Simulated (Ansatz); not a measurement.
# EuS from a semilocal functional to hybrids

```yaml
crystal:
  lattice:
    - [0.00000, 2.97850, 2.97850]
    - [2.97850, 0.00000, 2.97850]
    - [2.97850, 2.97850, 0.00000]
  atoms:
    - { symbol: Eu, position: [0.50000, 0.50000, 0.50000] }
    - { symbol: S, position: [0.00000, 0.00000, 0.00000] }
```

All runs: Ansatz, plane waves and PAW, scalar-relativistic (no spin–orbit coupling), 4×4×4 k-mesh, Gaussian smearing of 0.05 eV. Semilocal reference PBE +U (Eu: 6.0 eV), ferromagnetic start: gap 0.70 eV, pressure 0.9 GPa, largest spin moment 6.87 μB. The hybrids carry no U and start from the reference's converged state.

Q: How do gap and pressure depend on the exact exchange?

A: 
| functional | gap | pressure (GPa) | largest spin moment in an atom's sphere (μB) | cutoff (eV) | core-seconds |
| --- | --- | --- | --- | --- | --- |
| PBE0-type hybrid with an exact-exchange fraction of 0.05, ferromagnetic start | zero (metallic on this mesh) | -1.7 | 6.80 | 420 | 31 |
| wPBEh, ferromagnetic start | 0.67 eV | 0.6 | 6.89 | 420 | 31 |
| HSE06-type hybrid with a screening parameter of 0.15 Å⁻¹, ferromagnetic start | 0.86 eV | 0.5 | 6.89 | 420 | 35 |
| HSE06-type hybrid with an exact-exchange fraction of 0.3, ferromagnetic start | 1.11 eV | 0.8 | 6.90 | 420 | 31 |
| HSE06-type hybrid with an exact-exchange fraction of 0.4, ferromagnetic start | 1.92 eV | 1.1 | 6.92 | 420 | 35 |
| PBE0-type hybrid with an exact-exchange fraction of 0.35, ferromagnetic start | 2.50 eV | 0.9 | 6.91 | 420 | 36 |
| HSE06-type hybrid with an exact-exchange fraction of 0.5, ferromagnetic start | 2.68 eV | 1.3 | 6.93 | 420 | 35 |

On shared hosts the hybrid runs at the reference's cutoff took roughly 16 to 18 times the core time of the semilocal one on the same mesh from its converged state, with some more bands.

Caveats: core times come from shared hosts and scatter; filled bands differ between k-points; gaps are read on a coarse mesh; not tested for a lower state; only parallel moments were run, and the real order may differ; state of the open shells carried from another run; stress loosely converged; where a hybrid has no gap though the reference or most hybrids have one, its exact exchange is too weak to part the bands.
